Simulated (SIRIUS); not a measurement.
The system is Ti.

```
Ti
1.0
     2.95000    0.00000    0.00000
    -1.47500    2.55477    0.00000
     0.00000    0.00000    4.68000
Ti
2
Direct
  0.66667 0.33333 0.75000
  0.33333 0.66667 0.25000
```

Base run:

* Program: SIRIUS 7.10.0
* Functional: PW91
* Potentials or basis: PseudoDojo 0.4.1 PBE standard (scalar relativistic)
* Cutoff: 1152 eV
* Density cutoff: 4606 eV
* k mesh: 8 × 8 × 5
* Occupations: fermi-dirac, width 0.05 eV
* Spin: no spin polarisation

Its results: band gap on the k mesh none (metal or under the smearing width); pressure -2.0 GPa.

After a change of settings the same cell gave: band gap on the k mesh none (metal or under the smearing width); pressure -5.3 GPa. Which change was it?
A. functional from PW91 to BLYP; libxc names from ["XC_GGA_X_PW91", "XC_GGA_C_PW91"] to ["XC_GGA_X_B88", "XC_GGA_C_LYP"]
B. functional from PW91 to RPBE; libxc names from ["XC_GGA_X_PW91", "XC_GGA_C_PW91"] to ["XC_GGA_X_RPBE", "XC_GGA_C_PBE"]
C. functional from PW91 to AM05; libxc names from ["XC_GGA_X_PW91", "XC_GGA_C_PW91"] to ["XC_GGA_X_AM05", "XC_GGA_C_AM05"]
D. functional from PW91 to revPBE; libxc names from ["XC_GGA_X_PW91", "XC_GGA_C_PW91"] to ["XC_GGA_X_PBE_R", "XC_GGA_C_PBE"]

C.

Caveats: the potentials were made for another functional, which shifts forces and pressure.

Runs at the PBE level aren't shown here.
